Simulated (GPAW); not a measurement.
# B/Rh(100): simulated STM images

Aim: Tersoff-Hamann images of B/Rh(100) at several biases.

Method: GPAW, PAW setups; slab in vacuum, relaxation, in the first sound run; inputs show where later runs differ, in GPAW 26.7.0.

**1. Starting point**

The cell holds 5 atoms: 4 Rh and 1 B. Cell: a = 2.687 Å, b = 2.687 Å, c = 25.517 Å, α = 90.0°, β = 90.0°, γ = 90.0°. Vacuum lies along c.

**2. Relaxing the atoms**

Forces are removed first; all later runs use this geometry. The lowest 2 atoms are held at bulk positions and keep their forces.

Contents of run.py:

```python
import json
import numpy as np
from ase import Atoms
from ase.constraints import FixAtoms
from ase.optimize import BFGS
from gpaw import GPAW, PW

slab = Atoms(
    ['Rh', 'Rh', 'Rh', 'Rh', 'B'],
    positions=[
        [1.34350, 1.34350, 9.00000],
        [0.00000, 0.00000, 10.90000],
        [1.34350, 1.34350, 12.80000],
        [0.00000, 0.00000, 14.70000],
        [1.34350, 0.00000, 16.51731]],
    cell=[[2.68701, 0.0, 0.0], [0.0, 2.68701, 0.0], [0.0, 0.0, 25.51731]],
    pbc=[True, True, False])

slab.calc = GPAW(mode=PW(500), xc='PBE', kpts={'size': (12, 12, 1), 'gamma': True},
                 occupations={'name': 'fermi-dirac', 'width': 0.1}, nbands='200%',
                 convergence={'density': 1e-05}, maxiter=200,
                 poissonsolver={'dipolelayer': 'xy'},
                 symmetry={'tolerance': 1e-3, 'extra_ids': [1, 1, 0, 0, 0]}, txt='slab.txt')
result = {}
slab.set_constraint(FixAtoms([0, 1]))
path = []
opt = BFGS(slab, maxstep=0.2)
opt.attach(lambda: path.append((slab.get_potential_energy(), slab.positions.tolist(), slab.get_forces().tolist())))
result['relaxed'] = bool(opt.run(fmax=0.03, steps=40))
result['path'] = path
energy = slab.get_potential_energy()
fermi = slab.calc.get_fermi_level()
v = slab.calc.get_electrostatic_potential().mean((0, 1)) - fermi
n = slab.calc.get_pseudo_density().mean((0, 1))
L = slab.cell[2, 2]
z = np.arange(len(v)) * L / len(v)
low, high = slab.positions[:, 2].min(), slab.positions[:, 2].max()
below, above = np.interp([low - 6.8, high + 6.8], z, v)
slopes = [np.interp(x, z, np.gradient(v, z)) for x in (low - 6.8, high + 6.8)]
eps = np.array([[slab.calc.get_eigenvalues(k, s) for k in range(len(slab.calc.get_ibz_k_points()))]
                for s in range(slab.calc.get_number_of_spins())]) - fermi
top, bottom = eps[eps < 0].max(), eps[eps > 0].min()
dipole = slab.get_dipole_moment()[2]
print(f'energy {energy:.4f} eV, Fermi level {fermi:.4f} eV, dipole {dipole:.5f} e A')
print(f'potential 6.8 A off the faces, from the Fermi level: lower {below:.4f} eV, upper {above:.4f} eV')
print(f'slope of the potential there: lower {slopes[0]:.5f}, upper {slopes[1]:.5f} eV/A')
print(f'nearest levels on the mesh: {top:.4f} and {bottom:.4f} eV')
print('magnetic moment', round(slab.get_magnetic_moment(), 3))
result.update(energy=energy, fermi=fermi, dipole=dipole, below=below, above=above, slopes=slopes, edges=[top, bottom],
              z=z.tolist(), v=v.tolist(), n=n.tolist(), positions=slab.positions.tolist(),
              forces=slab.get_forces(apply_constraint=False).tolist(), moments=slab.get_magnetic_moments().tolist())
json.dump(result, open('result.json', 'w'))
```

Run with:

```bash
$ OMP_NUM_THREADS=1 OPENBLAS_NUM_THREADS=1 python run.py
```

What it wrote:

```text
Step          Energy          fmax
BFGS:    0      -32.150002        2.464406
BFGS:    1      -32.283756        2.154159
BFGS:    2      -32.685050        0.364405
BFGS:    3      -32.688382        0.269422
BFGS:    4      -32.690790        0.232239
BFGS:    5      -32.692863        0.132295
BFGS:    6      -32.693956        0.091474
BFGS:    7      -32.694202        0.042603
BFGS:    8      -32.694261        0.034284
BFGS:    9      -32.694389        0.052889
BFGS:   10      -32.694591        0.063278
BFGS:   11      -32.694875        0.056423
BFGS:   12      -32.695050        0.030687
BFGS:   13      -32.695089        0.008452
energy -32.5841 eV, Fermi level 0.6528 eV, dipole 0.00368 e A
potential 6.8 A off the faces, from the Fermi level: lower 4.9704 eV, upper 4.8727 eV
slope of the potential there: lower 0.00005, upper -0.00014 eV/A
nearest levels on the mesh: -0.0110 and 0.0044 eV
magnetic moment 0.0
```

Run time: 1.6 h. Hardware: 1 thread of Arm Neoverse V1, shared host; peak memory 0.47 GiB.

Step by step:

```
step  energy less that of the first step (eV)  largest force (eV/Å)
   1                                   0.0000                2.4644
   2                                  -0.1339                2.1542
   3                                  -0.5367                0.3644
   4                                  -0.5395                0.2694
   5                                  -0.5419                0.2322
   6                                  -0.5437                0.1323
   7                                  -0.5444                0.0915
   8                                  -0.5444                0.0426
   9                                  -0.5445                0.0343
  10                                  -0.5446                0.0529
  11                                  -0.5450                0.0633
  12                                  -0.5455                0.0564
  13                                  -0.5458                0.0307
  14                                  -0.5459                0.0085
```

The atoms that moved most (Å):

```
atom     dx     dy      dz  length
  B5  0.000  0.000  -0.222   0.222
 Rh4  0.000  0.000   0.189   0.189
```

Final coordinates:

```xyz
5
Lattice="2.6870 0.0000 0.0000 0.0000 2.6870 0.0000 0.0000 0.0000 25.5173" Properties=species:S:1:pos:R:3
Rh    1.3435    1.3435    9.0000
Rh    0.0000    0.0000   10.9000
Rh    1.3435    1.3435   12.8044
Rh    0.0000    0.0000   14.8891
B     1.3435    0.0000   16.2949
```

This step gave:

```yaml
dipole_along_the_normal: 0.003684 e·Å
levels_nearest_the_fermi_level_on_the_mesh: -0.01096, 0.004421 eV from the Fermi level
upper_work_function: 4.873 eV
lower_work_function: 4.970 eV
```

The electrostatic potential energy of an electron (without an applied field's), less the Fermi level, planar mean oscillates, so the rows of the table below give means over windows of 1.98 Å about each position, cut where the curve ends. Its maxima inside the range that stand out by 2 % of the span (Å: eV): 9.9: -2.82, 11.8: -3.01, 13.8: -1.36, 15.8: -4.93. Its minima: 9.0: -21.6, 10.9: -22.1, 12.8: -21.8, 14.9: -22.0, 16.3: -10.8.

Table of electrostatic potential energy of an electron (without an applied field's), less the Fermi level, planar mean by z; means over each step:

z (Å), electrostatic potential energy of an electron (without an applied field's), less the Fermi level, planar mean (eV) and a bar from the least value:
```
     0.99        5.0 ##############################
     2.97        5.0 ##############################
     4.95        5.0 ##############################
     6.93        4.4 #############################
     8.91      -10.4 ##
    10.89      -11.4 
    12.87      -11.1 #
    14.85      -11.5 
    16.83       -2.2 #################
    18.81        4.8 ##############################
    20.79        4.9 ##############################
    22.77        4.9 ##############################
    24.75        4.9 ##############################
```

The pseudo valence density, planar mean oscillates, so the rows of the table below give means over windows of 1.89 Å about each position, cut where the curve ends. Its maxima inside the range that stand out by 2 % of the span (Å: e/Å³): 9.1: 2.20, 11.0: 2.22, 12.9: 2.24, 14.9: 2.25. Its minima: 10.0: 0.421, 11.9: 0.418, 13.8: 0.318.

The pseudo valence density, planar mean by z; means over each step:

```
z (Å)  pseudo valence density, planar mean (e/Å³)
 4.73                                      6.9e-5
 6.62                                     0.00942
 8.51                                       0.939
10.40                                        1.09
12.29                                        1.09
14.18                                       0.964
16.07                                       0.491
17.96                                      0.0292
19.85                                      1.7e-4
```

The relaxation lowered the energy of the cell by 0.546 eV (energies extrapolated to zero smearing; the optimiser's log prints free energies). The largest force left on a free atom is 0.0085 eV/Å.

**3. The slab's potential**

With the geometry fixed, the planar mean of the potential gives the vacuum level on each side.

This step: GPAW, PAW setups; slab in vacuum (GPAW 26.7.0).

Changes to run.py since step 2:

```diff
@@ -3,4 +3,3 @@
 from ase import Atoms
-from ase.constraints import FixAtoms
-from ase.optimize import BFGS
+from ase.dft.stm import STM
 from gpaw import GPAW, PW
@@ -12,5 +11,5 @@
         [0.00000, 0.00000, 10.90000],
-        [1.34350, 1.34350, 12.80000],
-        [0.00000, 0.00000, 14.70000],
-        [1.34350, 0.00000, 16.51731]],
+        [1.34350, 1.34350, 12.80443],
+        [-0.00000, 0.00000, 14.88908],
+        [1.34350, 0.00000, 16.29492]],
     cell=[[2.68701, 0.0, 0.0], [0.0, 2.68701, 0.0], [0.0, 0.0, 25.51731]],
@@ -22,10 +21,4 @@
                  poissonsolver={'dipolelayer': 'xy'},
-                 symmetry={'tolerance': 1e-3, 'extra_ids': [1, 1, 0, 0, 0]}, txt='slab.txt')
+                 symmetry={'tolerance': 1e-3}, txt='slab.txt')
 result = {}
-slab.set_constraint(FixAtoms([0, 1]))
-path = []
-opt = BFGS(slab, maxstep=0.2)
-opt.attach(lambda: path.append((slab.get_potential_energy(), slab.positions.tolist(), slab.get_forces().tolist())))
-result['relaxed'] = bool(opt.run(fmax=0.03, steps=40))
-result['path'] = path
 energy = slab.get_potential_energy()
@@ -51,2 +44,16 @@
               forces=slab.get_forces(apply_constraint=False).tolist(), moments=slab.get_magnetic_moments().tolist())
+
+# Images need the states of the whole zone, up to time reversal
+slab.calc = slab.calc.fixed_density(symmetry={'point_group': False}, txt='states.txt', nbands='290%',
+                                    convergence={'bands': 'CBM+1.3'})
+stm = STM(slab)
+result['stm'] = []
+for bias in [-1.0, 1.0]:
+    height = high + 4.0
+    current = stm.get_averaged_current(bias, height)
+    x, y, h = stm.scan(bias, current)
+    i, f = divmod(height / L * stm.ldos.shape[2], 1)
+    I = abs((1 - f) * stm.ldos[:, :, int(i)] + f * stm.ldos[:, :, int(i) + 1])
+    print(f'bias {bias} V: mean current at 4.0 A {current:.4e}, corrugation {np.ptp(h):.4f} A')
+    result['stm'].append(dict(bias=bias, current=current, h=(h - high).tolist(), I=I.tolist()))
 json.dump(result, open('result.json', 'w'))
```

What it wrote:

```text
energy -32.5841 eV, Fermi level 0.6529 eV, dipole 0.00388 e A
potential 6.8 A off the faces, from the Fermi level: lower 4.9702 eV, upper 4.8726 eV
slope of the potential there: lower 0.00002, upper -0.00010 eV/A
nearest levels on the mesh: -0.0109 and 0.0044 eV
magnetic moment 0.0
bias -1.0 V: mean current at 4.0 A 6.8923e-06, corrugation 0.1397 A
bias 1.0 V: mean current at 4.0 A 2.3767e-05, corrugation 0.0846 A
```

Run time: 16 min. Hardware: 1 thread; peak memory 1.1 GiB.

This step gave:

```yaml
dipole_along_the_normal: 0.003880 e·Å
levels_nearest_the_fermi_level_on_the_mesh: -0.01094, 0.004403 eV from the Fermi level
corrugation_minus_1: 0.1397 Å
corrugation_1: 0.08464 Å
```

The electrostatic potential energy of an electron (without an applied field's), less the Fermi level, planar mean oscillates, so the rows of the table below give means over windows of 1.98 Å about each position, cut where the curve ends. Its maxima inside the range that stand out by 2 % of the span (Å: eV): 9.9: -2.82, 11.8: -3.01, 13.8: -1.36, 15.8: -4.93. Its minima: 9.0: -21.6, 10.9: -22.1, 12.8: -21.8, 14.9: -22.0, 16.3: -10.8.

The electrostatic potential energy of an electron (without an applied field's), less the Fermi level, planar mean by z; means over each step:

```
z (Å)  electrostatic potential energy of an electron (without an applied field's), less the Fermi level, planar mean (eV)
 0.99                                                                                                                4.97
 2.97                                                                                                                4.97
 4.95                                                                                                                4.97
 6.93                                                                                                                4.37
 8.91                                                                                                               -10.4
10.89                                                                                                               -11.4
12.87                                                                                                               -11.1
14.85                                                                                                               -11.5
16.83                                                                                                               -2.21
18.81                                                                                                                4.80
20.79                                                                                                                4.87
22.77                                                                                                                4.87
24.75                                                                                                                4.88
```

The pseudo valence density, planar mean by z:

```
z (Å)  pseudo valence density, planar mean (e/Å³)
  5.5                                      2.2e-4
  6.0                                      7.9e-4
  6.5                                     0.00292
  7.0                                      0.0105
  7.5                                      0.0408
  8.0                                       0.171
  8.5                                       0.740
  9.0                                        2.16
  9.5                                       0.824
 10.0                                       0.423
 10.5                                        1.10
 11.0                                        2.11
 11.5                                       0.622
 12.0                                       0.455
 12.5                                        1.42
 13.0                                        1.81
 13.5                                       0.477
 14.0                                       0.341
 14.5                                        1.13
 15.0                                        2.06
 15.5                                       0.644
 16.0                                       0.391
 16.5                                       0.264
 17.0                                       0.136
 17.5                                      0.0426
 18.0                                      0.0108
 18.5                                     0.00267
 19.0                                      6.8e-4
 19.5                                      1.7e-4
```

Tip height over the top atom over a1 and a2. Sample bias -1 V, constant current at the mean current 4.0 Å over the top atom.

Ten even steps from '_' (3.92 Å) to '@' (4.06 Å):
```
::::--++##%%@@@@@@%%##++--::
..::--++##%%@@@@@@%%##++--::
....::==**%%%%@@%%%%**==::..
__..::==**##%%%%%%##**==::..
____::==++##%%%%%%##++==::__
____::--++##%%%%%%##++--::__
____::--++**##%%##**++--::__
____::--++##%%%%%%##++--::__
____::==++##%%%%%%##++==::__
__..::==**##%%%%%%##**==::..
....::==**%%%%@@%%%%**==::..
..::--++##%%@@@@@@%%##++--::
::::--++##%%@@@@@@%%##++--::
::::==++##%%@@@@@@%%##++==::
```
Columns: a1 from 0 to 0.929; rows upwards: a2 from 0 to 0.929.

Local density of states summed over the bias window over a1 and a2. Sample bias -1 V, constant height 4.0 Å over the top atom.

Ten even steps from '0' (5.74 × 1e-6 arbitrary) to '9' (8.13 × 1e-6 arbitrary):
```
12346899986432
11246789876421
11245788875421
01235678765321
00135678765310
00134677764310
00134677764310
00134677764310
00135678765310
01235678765321
11245788875421
11246789876421
12346899986432
22346899986432
```
Columns: a1 from 0 to 0.929; rows upwards: a2 from 0 to 0.929.

Tip height over the top atom over a1 and a2. Sample bias 1 V, constant current at the mean current 4.0 Å over the top atom.

Ten even steps from '_' (3.956 Å) to '@' (4.040 Å):
```
====++**##%%@@@@@@%%##**++==
----==++##%%%%@@%%%%##++==--
::::--==**##%%%%%%##**==--::
..::::--++**######**++--::::
__..::--==++******++==--::..
____..::--++++**++++--::..__
____..::--==++++++==--::..__
____..::--++++**++++--::..__
__..::--==++******++==--::..
..::::--++**######**++--::::
::::--==**##%%%%%%##**==--::
----==++##%%%%@@%%%%##++==--
====++**##%%@@@@@@%%##**++==
====++**##@@@@@@@@@@##**++==
```
Columns: a1 from 0 to 0.929; rows upwards: a2 from 0 to 0.929.

Local density of states summed over the bias window over a1 and a2. Sample bias 1 V, constant height 4.0 Å over the top atom.

Values in units of 1e-5 arbitrary, 14 rows by 14 columns:
```
2.3 2.3 2.4 2.4 2.5 2.5 2.6 2.6 2.6 2.5 2.5 2.4 2.4 2.3
2.3 2.3 2.3 2.4 2.5 2.5 2.5 2.6 2.5 2.5 2.5 2.4 2.3 2.3
2.3 2.3 2.3 2.4 2.4 2.5 2.5 2.5 2.5 2.5 2.4 2.4 2.3 2.3
2.2 2.2 2.3 2.3 2.4 2.4 2.5 2.5 2.5 2.4 2.4 2.3 2.3 2.2
2.2 2.2 2.2 2.3 2.3 2.4 2.4 2.4 2.4 2.4 2.3 2.3 2.2 2.2
2.2 2.2 2.2 2.3 2.3 2.4 2.4 2.4 2.4 2.4 2.3 2.3 2.2 2.2
2.2 2.2 2.2 2.3 2.3 2.4 2.4 2.4 2.4 2.4 2.3 2.3 2.2 2.2
2.2 2.2 2.2 2.3 2.3 2.4 2.4 2.4 2.4 2.4 2.3 2.3 2.2 2.2
2.2 2.2 2.2 2.3 2.3 2.4 2.4 2.4 2.4 2.4 2.3 2.3 2.2 2.2
2.2 2.2 2.3 2.3 2.4 2.4 2.5 2.5 2.5 2.4 2.4 2.3 2.3 2.2
2.3 2.3 2.3 2.4 2.4 2.5 2.5 2.5 2.5 2.5 2.4 2.4 2.3 2.3
2.3 2.3 2.3 2.4 2.5 2.5 2.5 2.6 2.5 2.5 2.5 2.4 2.3 2.3
2.3 2.3 2.4 2.4 2.5 2.5 2.6 2.6 2.6 2.5 2.5 2.4 2.4 2.3
2.3 2.4 2.4 2.4 2.5 2.6 2.6 2.6 2.6 2.6 2.5 2.4 2.4 2.4
```
Columns: a1 from 0 to 0.929; rows upwards: a2 from 0 to 0.929.

Force by atom:

```
atom  x (eV/Å)  y (eV/Å)  z (eV/Å)   size
 Rh1     0.000     0.000     0.203  0.203
 Rh2     0.000     0.000    -0.207  0.207
 Rh3     0.000     0.000    -0.001  0.001
 Rh4     0.000     0.000     0.008  0.008
  B5     0.000     0.000    -0.004  0.004
```

The potential is flat to 9.9e-5 eV/Å where it is read, so the vacuum is wide enough.

**4. A changed run**

One more run, with changed settings.

Changes to run.py since step 3:

```diff
@@ -3,3 +3,2 @@
 from ase import Atoms
-from ase.dft.stm import STM
 from gpaw import GPAW, PW
@@ -17,5 +16,5 @@
 
-slab.calc = GPAW(mode=PW(500), xc='PBE', kpts={'size': (12, 12, 1), 'gamma': True},
+slab.calc = GPAW(mode=PW(500), xc='PBE', kpts={'size': (1, 1, 1), 'gamma': True},
                  occupations={'name': 'fermi-dirac', 'width': 0.1}, nbands='200%',
-                 convergence={'density': 1e-05}, maxiter=200,
+                 convergence={'density': 1e-05}, maxiter=50,
                  poissonsolver={'dipolelayer': 'xy'},
@@ -44,16 +43,2 @@
               forces=slab.get_forces(apply_constraint=False).tolist(), moments=slab.get_magnetic_moments().tolist())
-
-# Images need the states of the whole zone, up to time reversal
-slab.calc = slab.calc.fixed_density(symmetry={'point_group': False}, txt='states.txt', nbands='290%',
-                                    convergence={'bands': 'CBM+1.3'})
-stm = STM(slab)
-result['stm'] = []
-for bias in [-1.0, 1.0]:
-    height = high + 4.0
-    current = stm.get_averaged_current(bias, height)
-    x, y, h = stm.scan(bias, current)
-    i, f = divmod(height / L * stm.ldos.shape[2], 1)
-    I = abs((1 - f) * stm.ldos[:, :, int(i)] + f * stm.ldos[:, :, int(i) + 1])
-    print(f'bias {bias} V: mean current at 4.0 A {current:.4e}, corrugation {np.ptp(h):.4f} A')
-    result['stm'].append(dict(bias=bias, current=current, h=(h - high).tolist(), I=I.tolist()))
 json.dump(result, open('result.json', 'w'))
```

What it wrote:

```text
energy -42.2991 eV, Fermi level -0.7101 eV, dipole 0.01769 e A
potential 6.8 A off the faces, from the Fermi level: lower 7.1452 eV, upper 6.7013 eV
slope of the potential there: lower 0.00003, upper -0.00010 eV/A
nearest levels on the mesh: -0.0593 and 0.2430 eV
magnetic moment 0.0
```

Run time: 16 s. Hardware: 1 thread; peak memory 0.17 GiB.

The run finished. A setting was moved off its sound value on purpose, so it serves as a test and not as the result.

The fault put into the input: one k-point (kpts = [1, 1]).

Side by side:

```
                     quantity  this run  sound run  difference
dipole along the normal (e·Å)  0.017691  0.0038797      0.0138
     upper work function (eV)    6.7013     4.8726        1.83
     lower work function (eV)    7.1452     4.9702        2.17
```

The two runs differ clearly in the lower work function: 7.15 eV against 4.97 eV.

**5. Summary of results**

```json
{
  "work function, upper and lower face": "4.873 and 4.970 eV",
  "dipole along the normal": "0.00388 e Å",
  "corrugation at -1 V": "0.140 Å",
  "corrugation at 1 V": "0.0846 Å"
}
```

The corrugation at constant current is largest at -1 V, where the tip height varies by 0.14 Å over the cell. Negative sample bias images filled states, positive bias empty ones. The two faces differ by 0.098 eV, the step that the slab's dipole makes (e p/(ε0 A) gives 0.097 eV), so the dipole layer is needed. The images are of Tersoff-Hamann type: an s-wave tip, no tip-sample forces, heights closer than in a microscope. The cell of 7.22 Å² holds one B, started on one chosen site; other sites and coverages weren't tried. The in-plane lattice was kept as typed, which isn't the functional's own and leaves some strain; spin-orbit coupling and temperature are left out.

[Logs are printed without paths, hosts, clocks, repeated set-up lines and the standing remarks that a program may print on its own settings, such as how far it seeks lower states.]

[Hosts, paths, dates, database ids (printed as entryN), source tags and the programs' standing remarks are cut or masked in the printed files.]
